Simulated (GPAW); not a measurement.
# GaN (F-43m) in GPAW: settings compared

One crystal, GaN, is run at these levels: RPBE+D3(BJ), LDA; tasks: equation of state.

Everything below comes from runs of GPAW 26.7.0. Logs are shortened: lines on timing, memory, paths and dates and some standing lists are left out, and cuts for length are marked. The log counts tension as positive stress, the text compression.

### Step 1. Starting point

It takes space group F-43m (No. 216, cubic). Conventional cell: a = 4.507 Å, b = 4.507 Å, c = 4.507 Å, α = 90.00°, β = 90.00°, γ = 90.00°. Ga (site symmetry -43m) is surrounded by 4 N at 1.95 Å. Around N (site symmetry -43m) lie 4 Ga at 1.95 Å.

The cell is a database's computed one.

### Step 2. Equation of state, RPBE+D3(BJ)

Contents of run.py:

```python
from ase.calculators.mixing import SumCalculator
from ase.eos import EquationOfState
from ase.io import Trajectory, read
from ase.units import GPa
from dftd3.ase import DFTD3
from gpaw import GPAW, PW

atoms = read('GaN.xyz')

traj = Trajectory('eos.traj', 'w')
volumes, energies = [], []
for x in [0.94, 0.96, 0.98, 1.0, 1.02, 1.04, 1.06]:
    a = atoms.copy()
    a.set_cell(atoms.cell * x**(1 / 3), scale_atoms=True)
    calc = GPAW(mode=PW(800),
                xc='RPBE',
                kpts={'size': (10, 10, 10), 'gamma': True},
                occupations={'name': 'fermi-dirac', 'width': 0.05},
                nbands=11,
                convergence={'density': 1e-05, 'energy': 1e-05},
                maxiter=150,
                txt=f'eos-{x:.2f}.txt')
    a.calc = SumCalculator([calc, DFTD3(method='rpbe', damping='d3bj')])
    energies.append(a.get_potential_energy())
    volumes.append(a.get_volume())
    p = -a.get_stress()[:3].mean() / GPa
    calc.write(f'eos-{x:.2f}.gpw')
    traj.write(a)
    print(f'{x:.2f} {volumes[-1]:10.4f} A^3 {energies[-1]:14.6f} eV {p:9.3f} GPa', flush=True)

v0, e0, B = EquationOfState(volumes, energies, eos='birchmurnaghan').fit()
print(f'V0 = {v0:.4f} A^3, E0 = {e0:.6f} eV, B0 = {B / GPa:.2f} GPa')
```

Contents of GaN.xyz:

```xyz
2
Lattice="0.0000000000 2.2535006075 2.2535006075 2.2535006075 0.0000000000 2.2535006075 2.2535006075 2.2535006075 0.0000000000" Properties=species:S:1:pos:R:3 pbc="T T T"
Ga     0.0000000000      0.0000000000      0.0000000000
N      1.1267503038      1.1267503038      1.1267503038
```

Potentials or basis: the program's PAW data sets (release 1.2.1) made for this functional, pw.

Launch:

```bash
> OMP_NUM_THREADS=1 python run.py
```

The program printed:

```text
__  _  _
 | _ |_)|_||  |
 |__||  | ||/\| - 26.7.0

Input parameters:
  mode=PW(ecut=800.0),
  convergence={'density': 1e-05, 'energy': 1e-05},
  kpts=MonkhorstPack(size=(10, 10, 10), gamma=True),
  maxiter=150,
  nbands=11,
  occupations=Occupations(name='fermi-dirac', width=0.05),
  xc=XC(name='RPBE')

Diagonalizing LCAO Hamiltonian
Converting LCAO to pw mode

           N
       Ga

Atoms  # Å, Bohr magnetons
|   | symbol |        x |        y |        z |    initial magnetic moments |
|---|--------|----------|----------|----------|-----------------------------|
| 0 |     Ga | 0.000000 | 0.000000 | 0.000000 | ( 0.0000,  0.0000,  0.0000) |
| 1 |      N | 1.103749 | 1.103749 | 1.103749 | ( 0.0000,  0.0000,  0.0000) |

Unit cell  # Å
| periodic |        x |        y |        z |  lengths |    angles |
|----------|----------|----------|----------|----------|-----------|
|      yes | 0.000000 | 2.207498 | 2.207498 | 3.121873 | 60.000000 |
|      yes | 2.207498 | 0.000000 | 2.207498 | 3.121873 | 60.000000 |
|      yes | 2.207498 | 2.207498 | 0.000000 | 3.121873 | 60.000000 |

Number of symmetries: 24
Symmetry operations  # r_c * U_cc + t_c -> r_c
|    | kind |            matrix            |
|----|------|------------------------------|
|  0 |  E   |  1, 0, 0,  0, 1, 0,  0, 0, 1 |
|  1 |  σ   |  1, 0, 0,  0, 0, 1,  0, 1, 0 |
|  2 |  σ   |  1, 0,-1,  0, 1,-1,  0, 0,-1 |
|  3 |  C3  |  1, 0,-1,  0, 0,-1,  0, 1,-1 |
|  4 |  C3  |  1,-1, 0,  0,-1, 1,  0,-1, 0 |
|  5 |  σ   |  1,-1, 0,  0,-1, 0,  0,-1, 1 |
|  6 |  σ   |  0, 1, 0,  1, 0, 0,  0, 0, 1 |
|  7 |  C3  |  0, 1, 0,  0, 0, 1,  1, 0, 0 |
|  8 |  C2  |  0, 1,-1,  1, 0,-1,  0, 0,-1 |
|  9 |  S4  |  0, 1,-1,  0, 0,-1,  1, 0,-1 |
| 10 |  C3  |  0, 0, 1,  1, 0, 0,  0, 1, 0 |
| 11 |  σ   |  0, 0, 1,  0, 1, 0,  1, 0, 0 |
| 12 |  S4  |  0, 0,-1,  1, 0,-1,  0, 1,-1 |
| 13 |  C3  |  0, 0,-1,  0, 1,-1,  1, 0,-1 |
| 14 |  S4  |  0,-1, 1,  1,-1, 0,  0,-1, 0 |
| 15 |  C2  |  0,-1, 1,  0,-1, 0,  1,-1, 0 |
| 16 |  C3  |  0,-1, 0,  1,-1, 0,  0,-1, 1 |
| 17 |  S4  |  0,-1, 0,  0,-1, 1,  1,-1, 0 |
| 18 |  S4  | -1, 1, 0, -1, 0, 1, -1, 0, 0 |
| 19 |  C3  | -1, 1, 0, -1, 0, 0, -1, 0, 1 |
| 20 |  C3  | -1, 0, 1, -1, 1, 0, -1, 0, 0 |
| 21 |  S4  | -1, 0, 1, -1, 0, 0, -1, 1, 0 |
| 22 |  σ   | -1, 0, 0, -1, 1, 0, -1, 0, 1 |
| 23 |  C2  | -1, 0, 0, -1, 0, 1, -1, 1, 0 |

BZ-sampling:
  Number of BZ points: 1000
  Number of IBZ points: 47

  Monkhorst-Pack size: [10, 10, 10]
  Monkhorst-Pack shift: [0.05, 0.05, 0.05]

K-points  # in reciprocal-cell coordinates
|     |                                coordinates |     weight |
|-----|--------------------------------------------|------------|
|   0 | (  0.00000000,   0.00000000,   0.00000000) | 0.00100000 |
|   1 | (  0.10000000,   0.10000000,   0.00000000) | 0.00600000 |
|   2 | (  0.10000000,   0.10000000,   0.10000000) | 0.00800000 |
|   3 | (  0.20000000,   0.10000000,   0.10000000) | 0.01200000 |
|   4 | (  0.20000000,   0.20000000,   0.00000000) | 0.00600000 |
|   5 | (  0.20000000,   0.20000000,   0.10000000) | 0.02400000 |
|   6 | (  0.20000000,   0.20000000,   0.20000000) | 0.00800000 |
|   7 | (  0.30000000,   0.20000000,   0.10000000) | 0.02400000 |
|   8 | (  0.30000000,   0.20000000,   0.20000000) | 0.02400000 |
|   9 | (  0.30000000,   0.30000000,   0.00000000) | 0.00600000 |
| ... |                                            |            |
|  46 | (  0.50000000,   0.50000000,   0.50000000) | 0.00400000 |

Plane wave coefficients: 1117
Cutoff: 800.0 eV

Spin-components: 1 (collinear spins)
Bands:           11
Projectors:      10
Spin-degeneracy: 2
Datatype:        complex128

Parallelization:
  kpt:    1
  domain: 1
  band:   1

Density:
  Valence electrons: 8.0
  Components: 1
  Grid points: [21 21 21]
  Charge: 0.0  # |e|

Potential:
  Grid points: [21 21 21]

species:
  Ga:
    name:    Gallium
    Z:       31.0
    valence: 3
    core:    28
    charge:  0.0  # [|e|]
    compensation charges:
      type: gauss
      rc: 0.37  # [Å]
      lmax: 2
    cutoffs:
      filter: 2.06  # [Å]
      core: 4.17  # [Å]
    projectors
    | kind |    occ | energy [eV] | rcut [Å] |
    |------|--------|-------------|----------|
    |   4s |  2.000 |      -8.878 |    1.164 |
    |   4p |  1.000 |      -2.543 |    1.164 |
    |    s |        |      18.334 |    1.164 |
    |    p |        |      24.668 |    1.164 |
    |    d |        |       0.000 |    1.164 |

    Using partial waves for Ga as LCAO basis

  N:
    name:    Nitrogen
    Z:       7.0
    valence: 5
    core:    2
    charge:  0.0  # [|e|]
    compensation charges:
      type: gauss
      rc: 0.18  # [Å]
      lmax: 2
    cutoffs:
      filter: 1.11  # [Å]
      core: 0.96  # [Å]
    projectors
    | kind |    occ | energy [eV] | rcut [Å] |
    |------|--------|-------------|----------|
    |   2s |  2.000 |     -18.658 |    0.603 |
    |   2p |  3.000 |      -7.050 |    0.529 |
    |    s |        |       8.553 |    0.603 |
    |    p |        |      20.161 |    0.529 |
    |    d |        |       0.000 |    0.577 |

    Using partial waves for N as LCAO basis

Reference energy: -54374.263960  # eV

eigensolver:
  PPCG
  Converge bands: occupied
  niter=2

density mixing:
  MSR1-Mixer
  Pratt-step length: 0.05
  Maximum mixing coefficient: 0.75
  Old densities: 10
  SVD Regularization: 0.005
  Good broyden scale: 1.0
  Trust region scale: 1.0
  Backstep threshold: 4.0
  History deletion threshold: 6.0
  Fourier metric: weight=20.0, sigma=0.015

occupation numbers:
  Fermi-Dirac:
    width: 0.0500  # eV

poisson solver:
  ecut: 6400.0  # eV

xc functional:
  name: RPBE with 2 nearest neighbor stencil

convergence criteria:
- Maximum integral of absolute [dens]ity change: 1e-05 electrons / valence electron
- Maximum [total energy] change in last 3 cyles: 1e-05 eV / valence electron
- Maximum integral of absolute [eigenst]ate change: 4e-08 eV^2 / valence electron
maximum number of iterations: 150

SCF iterations
|iter     | |      energy | eigst |  dens |
|---------|-|-------------|-------|-------|
|iter:   1| |  -12.909659 | -0.14 |       |
|iter:   2| |  -12.404616 | -2.00 | -0.56 |
|iter:   3| |  -10.999780 | -0.63 | -0.62 |
|iter:   4| |  -11.007088 | -3.06 | -1.30 |
|iter:   5| |  -11.012045 | -3.30 | -1.57 |
|iter:   6| |  -11.012099 | -5.30 | -2.81 |
|iter:   7| |  -11.012123c| -5.92 | -3.13 |
|iter:   8| |  -11.012123c| -7.96c| -4.26 |
|iter:   9| |  -11.012123c| -7.70c| -4.68 |
|iter:  10| |  -11.012123c| -8.86c| -5.70c|

Converged in 10 steps
Energy contributions relative to reference atoms: (reference = -54374.263960)

Energy contributions:
  Kinetic:          45.800689
  Coulomb:         -39.678276
  Zero:              0.154999
  External:          0.000000
  Xc:              -17.289535
  Entropy:          -0.000000
  Spinorbit:         0.000000
  ----------------------------
  Free energy:     -11.012123
  Extrapolated:    -11.012123

dipole moment: (-12.318920, -12.318920, -12.318920)  # |e|*Ang

Fermi level: 8.592
Eigenvalues  # (at kpt = [0.000, 0.000, 0.000])
| band index |      eig [eV] | occ [0-2] |
|------------|---------------|-----------|
|          0 |        -9.141 |     2.000 |
|          1 |         7.290 |     2.000 |
|          2 |         7.290 |     2.000 |
|          3 |         7.290 |     2.000 |
|          4 |         9.561 |     0.000 |
|          5 |        18.186 |     0.000 |
|          6 |        18.186 |     0.000 |
|          7 |        18.186 |     0.000 |
|          8 |        26.006 |     0.000 |
|          9 |        26.167 |     0.000 |
|         10 |        26.187 |     0.000 |

Gap: 2.271 eV
Transition (v -> c):
  (s=0, k=0, n=3, [0.00, 0.00, 0.00]) -> (s=0, k=0, n=4, [0.00, 0.00, 0.00])
No difference between direct/indirect transitions

Stress tensor  # eV/Ang^3
|         x |         y |         z |
|-----------|-----------|-----------|
| -0.214139 |  0.000000 | -0.000000 |
|  0.000000 | -0.214139 | -0.000000 |
| -0.000000 | -0.000000 | -0.214139 |

# Writing to eos-0.94.gpw (mode='')
```

stdout:

```text
0.94    21.5145 A^3     -13.439374 eV    12.667 GPa
0.96    21.9722 A^3     -13.469278 eV     7.024 GPa
0.98    22.4300 A^3     -13.483655 eV     1.985 GPa
1.00    22.8877 A^3     -13.484479 eV    -2.503 GPa
1.02    23.3455 A^3     -13.473247 eV    -6.498 GPa
1.04    23.8033 A^3     -13.451205 eV   -10.059 GPa
1.06    24.2610 A^3     -13.419441 eV   -13.224 GPa
V0 = 22.6867 A^3, E0 = -13.485736 eV, B0 = 221.26 GPa
```

eos-0.98.txt:

```text
SCF iterations
|iter     | |      energy | eigst |  dens |
|---------|-|-------------|-------|-------|
|iter:   1| |  -13.010075 | -0.17 |       |
|iter:   2| |  -12.512758 | -2.02 | -0.56 |
|iter:   3| |  -11.163646 | -0.66 | -0.62 |
|iter:   4| |  -11.170571 | -3.12 | -1.30 |
|iter:   5| |  -11.175349 | -3.34 | -1.56 |
|iter:   6| |  -11.175408 | -5.26 | -2.80 |
[... 37 lines left out ...]

Gap: 1.996 eV
Transition (v -> c):
  (s=0, k=0, n=3, [0.00, 0.00, 0.00]) -> (s=0, k=0, n=4, [0.00, 0.00, 0.00])
No difference between direct/indirect transitions

Stress tensor  # eV/Ang^3
|         x |         y |         z |
|-----------|-----------|-----------|
| -0.137454 | -0.000000 | -0.000000 |
| -0.000000 | -0.137454 |  0.000000 |
| -0.000000 |  0.000000 | -0.137454 |

# Writing to eos-0.98.gpw (mode='')
```

Run time: 55 s. Hardware: 1 thread of Intel Xeon 6975P-C (Granite Rapids), shared host; peak memory 0.24 GiB.

Results:

```
Equilibrium volume                      : 11.34 Å³/atom
Bulk modulus                            : 221 GPa
Pressure derivative of the bulk modulus : 4.8
```

Energy against volume, from the lowest point:
```
volume (Å³/atom)  energy (meV/atom)
          10.757              22.55
          10.986               7.60
          11.215               0.41
          11.444               0.00
          11.673               5.62
          11.902              16.64
          12.131              32.52
```

Caveat: the data sets keep Ga 3d, Li 1s and Be 1s frozen, and some such compounds lay over 1.5 % in volume off other programs.

### Step 3. Equation of state, LDA

run.py: that of step 2 with these lines changed.

```diff
@@ -1,9 +1,14 @@
-from ase.calculators.mixing import SumCalculator
+from ase import Atoms
 from ase.eos import EquationOfState
-from ase.io import Trajectory, read
+from ase.io import Trajectory
 from ase.units import GPa
-from dftd3.ase import DFTD3
 from gpaw import GPAW, PW
 
-atoms = read('GaN.xyz')
+atoms = Atoms(['Ga', 'N'],
+              cell=[[0.0, 2.2535006075, 2.2535006075],
+                    [2.2535006075, 0.0, 2.2535006075],
+                    [2.2535006075, 2.2535006075, 0.0]],
+              scaled_positions=[[0.0, 0.0, 0.0],
+                                [0.25, 0.25, 0.25]],
+              pbc=True)
 
@@ -15,3 +20,3 @@
     calc = GPAW(mode=PW(800),
-                xc='RPBE',
+                xc='LDA',
                 kpts={'size': (10, 10, 10), 'gamma': True},
@@ -22,4 +27,4 @@
                 txt=f'eos-{x:.2f}.txt')
-    a.calc = SumCalculator([calc, DFTD3(method='rpbe', damping='d3bj')])
-    energies.append(a.get_potential_energy())
+    a.calc = calc
+    energies.append(a.get_potential_energy(force_consistent=True))
     volumes.append(a.get_volume())
```

Potentials or basis: the program's PAW data sets (release 1.2.1) made for this functional, pw.

Launch:

```bash
> OMP_NUM_THREADS=1 python run.py
```

Wall time 66 s (1 thread of Intel Xeon Platinum 8488C (Sapphire Rapids), shared host); peak memory 0.23 GiB.

The run converged. Its results:

```yaml
Equilibrium_volume: 11.52 Å³/atom
Bulk_modulus: 213 GPa
Pressure_derivative_of_the_bulk_modulus: 4.7
```

Energy against volume, from the lowest point:
```tsv
volume (Å³/atom)	energy (meV/atom)
10.757	38.20
10.986	17.78
11.215	5.38
11.444	0.00
11.673	0.87
11.902	7.44
12.131	19.02
```

Caveat: the data sets keep Ga 3d, Li 1s and Be 1s frozen, and some such compounds lay over 1.5 % in volume off other programs.
